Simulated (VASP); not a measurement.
# AlN (P6_3mc) in VASP: notebook, part 2 of 2

VASP 6.6.1. The steps go on from the part before.

**4. Relaxation of shape and atoms at fixed volume, PBE**

This run uses another cell than the first one, of 10.62 Å³/atom, 1.016 times its volume.

Input file INCAR:

```
PREC = Accurate
ENCUT = 900
EDIFF = 1E-7
ISMEAR = 0
SIGMA = 0.02
LREAL = False
LASPH = True
NELM = 60
ALGO = Fast
ISIF = 4
LWAVE = False
LCHARG = False
GGA = PE
IBRION = 2
NSW = 80
EDIFFG = -0.002
```

Input file KPOINTS:

```
Automatic mesh
0
Gamma
  12 12 6
```

Input file POSCAR:

```
AlN                                     
1.0
    3.1276971309     -0.0000000000     -0.0000000000
   -1.5638485655      2.7086651687      0.0000000000
    0.0000000000      0.0000000000      5.0142966257
  Al              N             
     2     2
Direct
     0.3333333300000021    0.6666666699999979    0.9992341336011743
     0.6666666699999979    0.3333333300000021    0.4992341336011744
     0.3333333300000021    0.6666666699999979    0.3807658663988282
     0.6666666699999979    0.3333333300000021    0.8807658663988283
```

Potentials or basis: VASP PAW PBE potentials, release 64 (Al, N_h).

Started as:

```bash
> cat potpaw_PBE.64/Al/POTCAR potpaw_PBE.64/N_h/POTCAR > POTCAR
> mpirun -np 1 vasp_std > vasp.out
```

OUTCAR:

```text
PREC = Accurate
   ENCUT = 900
   EDIFF = 1E-7
   ISMEAR = 0
   LREAL = False
   LASPH = True
   NELM = 60
   ISIF = 4
   GGA = PE
   IBRION = 2
   NSW = 80
   EDIFFG = -0.002

 ion  position               nearest neighbor table
   1  0.333  0.667  0.999-   4 1.90   4 1.90   4 1.90   3 1.91   2 3.09   2 3.09   2 3.09   2 3.09
                             2 3.09   2 3.09
   2  0.667  0.333  0.499-   3 1.90   3 1.90   3 1.90   4 1.91   1 3.09   1 3.09   1 3.09   1 3.09
                             1 3.09   1 3.09
   3  0.333  0.667  0.381-   2 1.90   2 1.90   2 1.90   1 1.91
   4  0.667  0.333  0.881-   1 1.90   1 1.90   1 1.90   2 1.91

  LATTYP: Found a hexagonal cell.
 ALAT       =     3.1276971309
 C/A-ratio  =     1.6031912349

  Lattice vectors:

 A1 = (   3.1276971309,   0.0000000000,   0.0000000000)
 A2 = (  -1.5638485655,   2.7086651687,   0.0000000000)
 A3 = (   0.0000000000,   0.0000000000,   5.0142966257)

Analysis of symmetry for initial positions (statically):
=====================================================================
 Subroutine PRICEL returns:
 Original cell was already a primitive cell.

 Routine SETGRP: Setting up the symmetry group for a
 hexagonal supercell.

 Subroutine GETGRP returns: Found 12 space group operations
 (whereof  6 operations were pure point group operations)
 out of a pool of 24 trial point group operations.

The static configuration has the point symmetry C_3v.
 The point group associated with its full space group is C_6v.

Analysis of symmetry for dynamics (positions and initial velocities):
=====================================================================
 Subroutine PRICEL returns:
 Original cell was already a primitive cell.

 Routine SETGRP: Setting up the symmetry group for a
 hexagonal supercell.

 Subroutine GETGRP returns: Found 12 space group operations
 (whereof  6 operations were pure point group operations)
 out of a pool of 24 trial point group operations.

The dynamic configuration has the point symmetry C_3v.
 The point group associated with its full space group is C_6v.

 Subroutine INISYM returns: Found 12 space group operations
 (whereof  6 operations are pure point group operations),
 and found     1 'primitive' translations

----------------------------------------------------------------------------------------

                                     Primitive cell

  volume of cell :      42.4805

  direct lattice vectors                    reciprocal lattice vectors
     3.127697131  0.000000000  0.000000000     0.319724052  0.184592768  0.000000000
    -1.563848566  2.708665169  0.000000000     0.000000000  0.369185535  0.000000000
     0.000000000  0.000000000  5.014296626     0.000000000  0.000000000  0.199429765

  length of vectors
     3.127697131  3.127697129  5.014296626     0.369185535  0.369185535  0.199429765

  position of ions in fractional coordinates (direct lattice)
     0.333333330  0.666666670  0.999234134
     0.666666670  0.333333330  0.499234134
     0.333333330  0.666666670  0.380765866
     0.666666670  0.333333330  0.880765866

  ion indices of the primitive-cell ions
[... 61 lines left out ...]
   total plane-waves  NPLWV =  51200
   dimension x,y,z NGX =    32 NGY =   32 NGZ =   50
   dimension x,y,z NGXF=    64 NGYF=   64 NGZF=  100
   ions per type =               2   2
   NGX,Y,Z   is equivalent  to a cutoff of  17.01, 17.01, 16.58 a.u.
   NGXF,Y,Z  is equivalent  to a cutoff of  34.02, 34.02, 33.15 a.u.
 SYSTEM =  unknown system
   PREC   = accura    normal or accurate (medium, high low for compatibility)
   ISTART =      0    job   : 0-new  1-cont  2-samecut
   ICHARG =      2    charge: 1-file 2-atom 10-const
   ISPIN  =      1    spin polarized calculation?
   LNONCOLLINEAR =      F non collinear calculations
   LSORBIT =      F    spin-orbit coupling
   LASPH  =      T    aspherical Exc in radial PAW
   ENCUT  =  900.0 eV  66.15 Ry    8.13 a.u.   7.65  7.65 12.27*2*pi/ulx,y,z
   NELM   =     60;   NELMIN=  2; NELMDL= -5     # of ELM steps
   EDIFF  = 0.1E-06   stopping-criterion for ELM
   LREAL  =      F    real-space projection
   EDIFFG = -.2E-02   stopping-criterion for IOM
   NSW    =     80    number of steps for IOM
   IBRION =      2    ionic relax: 0-MD 1-quasi-New 2-CG
   NFREE  =      1    steps in history (QN), initial steepest desc. (CG)
   ISIF   =      4    stress and relaxation
   ISYM   =      2    0-nonsym 1-usesym 2-fastsym
   POTIM  = 0.5000    time-step for ionic-motion
   TEBEG  =    0.0;   TEEND  =   0.0 temperature during run
   PSTRESS=    0.0 pullay stress
   NELECT =      16.0000    total number of electrons
   NUPDOWN=      -1.0000    fix difference up-down
   EMIN   =  10.00;   EMAX   =-10.00  energy-range for DOS
   EFERMI =   0.00;   METHOD = LEGACY
   ISMEAR =     0;   SIGMA  =   0.02  broadening in eV -4-tet -1-fermi 0-gaus
   EFERMI_NEDOS =   21; number of points for ismear=-14 and -15
   IALGO  =     68    algorithm
   IMIX   =      4    mixing-type and parameters
     AMIX     =   0.40;   BMIX     =  1.00
     AMIX_MAG =   1.60;   BMIX_MAG =  1.00
  volume/ion in A,a.u.               =      10.62        71.67
  Fermi-wavevector in a.u.,A,eV,Ry     =   1.182274  2.234174 19.017841  1.397772
  Thomas-Fermi vector in A             =   2.318531
   LORBIT       =      0    0 simple, 1 ext, 2 COOP (PROOUT), +10 PAW based schemes
   GGA     = PE    functional components
   LHFCALC =     F    Hartree Fock is set to
   AEXX    =    0.0000 exact exchange contribution
   IVDW    =     0    specifies the selected vdW correction
   LEPSILON=     F    determine dielectric tensor
   LRPA    =     F    only Hartree local field effects (RPA)
 conjugate gradient relaxation of ions
 non-spin polarized calculation
 RMM-DIIS sequential band-by-band and
 Gauss-broadening in eV      SIGMA  =   0.02
  energy-cutoff  :      900.00
  volume of cell :       42.48
 maximum number of plane-waves:      2635
 NGX is ok and might be reduce to    32
   NGX = 15   NGY = 15   NGZ = 25

 number of electron      16.0000000 magnetization

 Free energy of the ion-electron system (eV)
  ---------------------------------------------------
  ext. energy  EPLUGINS =         0.00000000
  ---------------------------------------------------
  free energy    TOTEN  =       -29.79401474 eV

  energy without entropy =      -29.79401474  energy(sigma->0) =      -29.79401474

 E-fermi :   6.4070     XC(G=0): -10.8522

 val. band max:        6.3064714596   @ k =   0.0000   0.0000   0.0000
 cond. band min:      10.3721436178   @ k =   0.0000   0.0000   0.0000
 fundamental gap:      4.0656721582
 Fermi energy:         6.4069952559

 k-point     1 :       0.0000    0.0000    0.0000
  band No.  band energies     occupation
      1      -8.7762      2.00000
      2      -6.6865      2.00000
      3       0.3889      2.00000
      4       5.4606      2.00000
      5       5.4606      2.00000
      6       6.1037      2.00000
      7       6.1037      2.00000
      8       6.3065      2.00000
      9      10.3721      0.00000
     10      12.8369      0.00000
     11      16.7837      0.00000
     12      17.3511      0.00000
[... 331 lines left out ...]
 k-point    24 :       0.3333   -0.0000    0.1667
  band No.  band energies     occupation
      1      -7.4806      2.00000
      2      -6.2846      2.00000
      3       1.4572      2.00000
      4       2.4065      2.00000
      5       3.0084      2.00000
      6       4.5638      2.00000
      7       5.5261      2.00000
      8       5.6600      2.00000
      9      12.0962      0.00000
     10      12.9122      0.00000
     11      14.6703      0.00000
     12      16.3927      0.00000

 [... further k-points ...]

------------------------ aborting loop because EDIFF is reached ----------------------------------------

  FORCE on cell =-STRESS in cart. coord.  units (eV):
  Direction    XX          YY          ZZ          XY          YZ          ZX
  --------------------------------------------------------------------------------------
  -------------------------------------------------------------------------------------
  Total        0.0023217      0.0023217      0.0039044     -0.0000000      0.0000000      0.0000000
  in kB        0.0875640      0.0875640      0.1472563     -0.0000000      0.0000000      0.0000000
  external PRESSURE =       0.1074614 kB  Pullay stress =       0.0000000 kB

 VOLUME and BASIS-vectors are now :
 -----------------------------------------------------------------------------
  energy-cutoff  :      900.00
  volume of cell :       42.48
      direct lattice vectors                 reciprocal lattice vectors
     3.127697131  0.000000000  0.000000000     0.319724052  0.184592768  0.000000000
    -1.563848566  2.708665169  0.000000000     0.000000000  0.369185535  0.000000000
     0.000000000  0.000000000  5.014296626     0.000000000  0.000000000  0.199429765

 POSITION                                       TOTAL-FORCE (eV/Angst)
 -----------------------------------------------------------------------------------
     -0.00000      1.80578      5.01046        -0.000000     -0.000000      0.000113
      1.56385      0.90289      2.50331         0.000000      0.000000      0.000113
     -0.00000      1.80578      1.90927         0.000000      0.000000     -0.000113
      1.56385      0.90289      4.41642        -0.000000     -0.000000     -0.000113
 -----------------------------------------------------------------------------------
    total drift:                               -0.000013      0.000007      0.000772

  FREE ENERGIE OF THE ION-ELECTRON SYSTEM (eV)
  ---------------------------------------------------
  free  energy   TOTEN  =       -29.7940147373 eV

  energy  without entropy=      -29.7940147373  energy(sigma->0) =      -29.79401474

 reached required accuracy - stopping structural energy minimisation
```

Wall time 62 s (1 thread of Intel Xeon 6975P-C (Granite Rapids), shared host); peak memory 0.26 GiB.

Results:

| Quantity | Value |
| --- | --- |
| Free energy | -29.7940 eV |
| Pressure after relaxing | 0.0 GPa |
| Band gap on the k mesh | 4.07 eV, direct |

Final structure:
```
Al N
1.0
     3.12770    0.00000    0.00000
    -1.56385    2.70867    0.00000
     0.00000    0.00000    5.01430
Al N
2 2
Direct
  0.33333 0.66667 0.99923
  0.66667 0.33333 0.49923
  0.33333 0.66667 0.38077
  0.66667 0.33333 0.88077
```

Caveat: the cutoff is under 1.25 times the usual one of these potentials, so pressure, stress and relaxed cells hold a basis-set (Pulay) error; the relaxation stopped at its first step, so nothing moved.

**5. Relaxation of shape and atoms at fixed volume, PBE (a relaxed cell with its volume scaled by 0.97)**

INCAR is that of step 4.

KPOINTS is that of step 4.

POSCAR, as its differences from that of step 4:

```diff
@@ -2,5 +2,5 @@
 1.0
-    3.1276971309     -0.0000000000     -0.0000000000
-   -1.5638485655      2.7086651687      0.0000000000
-    0.0000000000      0.0000000000      5.0142966257
+    3.0961020704     -0.0000000000     -0.0000000000
+   -1.5480510352      2.6813030437      0.0000000000
+    0.0000000000      0.0000000000      4.9636437017
   Al              N
```

Started as:

```bash
> cat potpaw_PBE.64/Al/POTCAR potpaw_PBE.64/N_h/POTCAR > POTCAR
> mpirun -np 1 vasp_std > vasp.out
```

It took 1.7 min on 1 thread of Intel Xeon 6975P-C (Granite Rapids), shared host; peak memory 0.25 GiB.

The run converged. Its results:

```yaml
Free_energy: -29.7672 eV
Energy_gained_by_relaxing: 0.0 meV/atom
Ionic_steps: 5
Pressure_after_relaxing: 6.3 GPa
Band_gap_on_the_k_mesh: 4.32 eV, direct
```

Step by step:
| step | energy change (eV) | largest force (eV/Å) | pressure (GPa) | volume (Å³) |
| --- | --- | --- | --- | --- |
| 1 | 0.0000 | 0.0115 | 6.33 | 41.21 |
| 2 | -0.0001 | 0.0135 | 6.31 | 41.21 |
| 3 | -0.0001 | 0.0145 | 6.30 | 41.21 |
| 4 | -0.0001 | 0.0104 | 6.29 | 41.21 |
| 5 | -0.0001 | 0.0002 | 6.29 | 41.21 |

Final structure:
```xyz
4
Lattice="3.0981 0.0000 0.0000 -1.5491 2.6831 0.0000 0.0000 0.0000 4.9572" Properties=species:S:1:pos:R:3 pbc="T T T"
Al    0.0000    1.7887    4.9520
Al    1.5491    0.8944    2.4734
N     0.0000    1.7887    1.8889
N     1.5491    0.8944    4.3675
```

Levels at points of the mesh, in eV from the valence-band top:
```tsv
k point	band 6	band 7	band 8	band 9	band 10	band 11
(0.00, 0.00, 0.00)	-0.23	-0.23	0.00	4.32	6.76	10.73
(0.50, 0.00, 0.00)	-2.12	-1.80	-0.71	5.84	5.85	8.29
(0.00, 0.00, 0.50)	-0.57	-0.57	-0.57	6.58	6.58	10.43
(0.50, 0.00, 0.50)	-1.49	-1.38	-1.38	5.35	5.35	9.33
```

Caveat: the cutoff is under 1.25 times the usual one of these potentials, so pressure, stress and relaxed cells hold a basis-set (Pulay) error. A k mesh can miss the band edges.

**6. Summary**

```csv
task,cell,gap on the mesh (eV),pressure (GPa)
relaxation of cell and atoms,relaxed,4.07,0.0
relaxation of shape and atoms at fixed volume,relaxed at fixed volume,4.07,0.0
relaxation of shape and atoms at fixed volume,relaxed at fixed volume from: a relaxed cell with its volume scaled by 0.97,4.32,6.3
```

Alike in all rows: level PBE; potentials or basis VASP PAW PBE potentials, release 64 (Al, N_h); no spin polarisation; k mesh 12 × 12 × 6; cutoff (eV) 900; smearing gaussian 0.02 eV.

Caveats: the cutoff is under 1.25 times the usual one of these potentials, so pressure, stress and relaxed cells hold a basis-set (Pulay) error; the relaxation stopped at its first step, so nothing moved (some runs).

Absolute energies hang on the potentials; compare differences alone.
